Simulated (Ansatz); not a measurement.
**Se: strain and displacement**

```
CELL_PARAMETERS angstrom
4.36620 0.00000 0.00000
-2.18310 3.78124 0.00000
0.00000 0.00000 4.95360
ATOMIC_POSITIONS crystal
Se 0.22540 0.00000 0.33333
Se 0.00000 0.22540 0.66667
Se 0.77460 0.77460 0.00000
```

Atom numbers follow the list: Se1, Se2, Se3.

The cell is COD entry 9012501, as deposited and not checked against the literature; nothing was relaxed.

Method: Ansatz 0.2.0, DFT, PBEsol, PAW with Ansatz's default frozen-core files, scalar-relativistic.

Numerical set-up: a Γ-centred 6×6×5 k mesh, Fermi–Dirac smearing of 0.03 eV, cutoff 420 eV, no spin polarisation; the PAW files were made with PBE, and the program remakes their frozen cores for this functional.

The unchanged cell is at 0.17 GPa.

Semilocal functionals give too small gaps.

x, y and z are the Cartesian axes of the cell as listed; fractional coordinates follow a strain, and an engineering shear is twice the off-diagonal strain component.

With equal xy, yz and zx engineering shear strains of -2 %: energy change +5.5 meV/atom; stress change (xx, yy, zz, yz, xz, xy) 0.55, -0.35, 0.18, 1.02, 1.50, 0.75 GPa, compression positive; change of the force on Se3 (-0.202, -0.017, -0.382) eV/Å; gap on the k mesh 1.23 → 1.10 eV.

With equal xy, yz and zx engineering shear strains of +1 %: energy change +1.3 meV/atom; stress change (xx, yy, zz, yz, xz, xy) -0.18, 0.23, 0.04, -0.48, -0.68, -0.34 GPa, compression positive; change of the force on Se3 (0.089, -0.003, 0.179) eV/Å; gap on the k mesh 1.23 → 1.18 eV.

Q: With this change (equal xy, yz and zx engineering shear strains of +3 %), what becomes of the energy and stress and forces and gap?

A: Energy change +11.2 meV/atom; stress change (xx, yy, zz, yz, xz, xy) -0.39, 0.82, 0.37, -1.40, -1.92, -0.97 GPa, compression positive; change of the force on Se3 (0.243, -0.032, 0.518) eV/Å; gap on the k mesh 1.23 → 0.97 eV.

Q: With this change (equal xy, yz and zx engineering shear strains of -3 %), what becomes of the energy and stress and forces and gap?

A: Energy change +12.7 meV/atom; stress change (xx, yy, zz, yz, xz, xy) 0.93, -0.46, 0.40, 1.55, 2.32, 1.15 GPa, compression positive; change of the force on Se3 (-0.316, -0.035, -0.587) eV/Å; gap on the k mesh 1.23 → 1.02 eV.

With equal xy, yz and zx engineering shear strains of -1 %: energy change +1.3 meV/atom; stress change (xx, yy, zz, yz, xz, xy) 0.24, -0.19, 0.04, 0.50, 0.73, 0.36 GPa, compression positive; change of the force on Se3 (-0.097, -0.005, -0.187) eV/Å; gap on the k mesh 1.23 → 1.18 eV.

With equal xy, yz and zx engineering shear strains of +2 %: energy change +5.1 meV/atom; stress change (xx, yy, zz, yz, xz, xy) -0.31, 0.51, 0.17, -0.95, -1.32, -0.67 GPa, compression positive; change of the force on Se3 (0.169, -0.013, 0.351) eV/Å; gap on the k mesh 1.23 → 1.08 eV.
